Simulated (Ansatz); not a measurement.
## AlNi3: band structure with PBE

AlNi3:

```
Ni Al
1.0
     3.52305    0.00000    0.00000
     0.00000    3.52305    0.00000
     0.00000    0.00000    3.52305
Ni Al
3 1
Cartesian
  1.7615 1.7615 0.0000
  1.7615 0.0000 1.7615
  0.0000 1.7615 1.7615
  0.0000 0.0000 0.0000
```

The cell is a database's computed one.

| Item | Value |
| --- | --- |
| Program | Ansatz 0.2.0 |
| Task | band structure |
| Functional | PBE |
| Potentials or basis | Ansatz PAW |
| Cutoff | 420 eV (not typed: the program's choice for these potentials) |
| k mesh | 8 × 8 × 8 |
| Occupations | fermi-dirac, width 0.05 eV |
| Spin | collinear spin, ferromagnetic start |
| Starting moments | [1.0, 1.0, 1.0, 0.0] μB |
| Path | [["G", "X", "M", "G", "R", "X"], ["M", "R"]] |
| Points for each segment of the path | 14 |

```yaml
Pressure: 7.3 GPa
Band_gap_on_the_k_mesh: none (metal or under the smearing width)
Net_moment: 0.70 μB per cell
Absolute_moment: 0.88 μB per cell
Site_moments: Ni +0.26; Al -0.02 μB
```

Levels at the corners of the path, in eV from the Fermi level:
Spin up:
| point | band 26 | band 27 | band 28 | band 29 | band 30 | band 31 | band 32 | band 33 |
| --- | --- | --- | --- | --- | --- | --- | --- | --- |
| Γ | -0.06 | -0.06 | -0.06 | 0.83 | 0.83 | 0.83 | 6.69 | 6.69 |
| X | -1.21 | -1.08 | -0.51 | -0.06 | 5.63 | 5.63 | 5.64 | 5.64 |
| M | -1.25 | -1.01 | -0.99 | -0.60 | 0.88 | 0.88 | 8.26 | 8.26 |
| Γ | -0.06 | -0.06 | -0.06 | 0.83 | 0.83 | 0.83 | 6.69 | 6.69 |
| R | -1.10 | -1.10 | -0.30 | -0.24 | -0.24 | -0.24 | 3.59 | 4.13 |
| X | -1.21 | -1.08 | -0.51 | -0.06 | 5.63 | 5.63 | 5.64 | 5.64 |
| M | -1.25 | -1.01 | -0.99 | -0.60 | 0.88 | 0.88 | 8.26 | 8.26 |
| R | -1.10 | -1.10 | -0.30 | -0.24 | -0.24 | -0.24 | 3.59 | 4.13 |
Spin down:
| point | band 25 | band 26 | band 27 | band 28 | band 29 | band 30 | band 31 | band 32 |
| --- | --- | --- | --- | --- | --- | --- | --- | --- |
| Γ | 0.03 | 0.37 | 0.37 | 0.37 | 0.79 | 0.79 | 0.79 | 6.78 |
| X | -0.96 | -0.96 | -0.85 | -0.33 | 0.37 | 5.68 | 5.68 | 5.69 |
| M | -1.18 | -1.14 | -0.80 | -0.61 | -0.47 | 1.17 | 1.17 | 8.30 |
| Γ | 0.03 | 0.37 | 0.37 | 0.37 | 0.79 | 0.79 | 0.79 | 6.78 |
| R | -1.20 | -0.92 | -0.92 | -0.32 | 0.13 | 0.13 | 0.13 | 3.68 |
| X | -0.96 | -0.96 | -0.85 | -0.33 | 0.37 | 5.68 | 5.68 | 5.69 |
| M | -1.18 | -1.14 | -0.80 | -0.61 | -0.47 | 1.17 | 1.17 | 8.30 |
| R | -1.20 | -0.92 | -0.92 | -0.32 | 0.13 | 0.13 | 0.13 | 3.68 |

Wall time 6.3 s on 2 threads of Intel(R) Xeon(R) Platinum 8488C (Sapphire Rapids) (shared host), peak memory 0.46 GiB.
